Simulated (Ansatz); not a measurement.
AlN (NiAs type) (r2SCAN geometry), in Ansatz:

```yaml
crystal:
  lattice:
    - [2.83285, 0.00000, 0.00000]
    - [-1.41643, 2.45332, 0.00000]
    - [0.00000, 0.00000, 4.84101]
  atoms:
    - { symbol: Al, position: [0.00000, 0.00000, 0.00000] }
    - { symbol: Al, position: [0.00000, 0.00000, 0.50000] }
    - { symbol: N, position: [0.33333, 0.66667, 0.25000] }
    - { symbol: N, position: [0.66667, 0.33333, 0.75000] }
```

G0W0@PBE with 126 empty bands, a screening cutoff of 140 eV and a 6×6×4 mesh (PAW, contour deformation) gives 6.526 eV over the mesh points, from a PBE gap of 5.010 eV; it sums over 134 bands with 135 plane waves in the screening and a wave cutoff of 420 eV. No extrapolation in bands, cutoff or mesh was made for G0W0. The cell comes from a prototype generator: it can be a known phase or a hypothetical one. Spin polarisation is off.

(1) Another run gave a Kohn-Sham gap of 4.995 eV and a G0W0 gap of 6.527 eV, summing over 134 bands with 135 plane waves in the screening and a wave cutoff of 1240 eV. What was changed?

(2) Another run gave a Kohn-Sham gap of 5.010 eV and a G0W0 gap of 6.304 eV, summing over 62 bands with 43 plane waves in the screening and a wave cutoff of 420 eV. What was changed?

(3) Estimate the gap with empty bands 232, screening cutoff 210 eV.

(4) Another run gave a Kohn-Sham gap of 4.915 eV and a G0W0 gap of 6.542 eV, summing over 134 bands with 135 plane waves in the screening and a wave cutoff of 420 eV. What was changed?

Answers

(1) Potentials of the kind norm-conserving, with them a wave cutoff of 1240 eV. The wave cutoff gives it away.

(2) Empty bands 54, screening cutoff 80 eV. The counts of bands and plane waves show that both rose or fell; the cutoff follows only within a few eV.

(3) 6.643 eV (+0.117 eV), from a Kohn-Sham gap of 5.010 eV.

(4) Starting point LDA. The Kohn-Sham gap has moved while bands and screening basis stay.
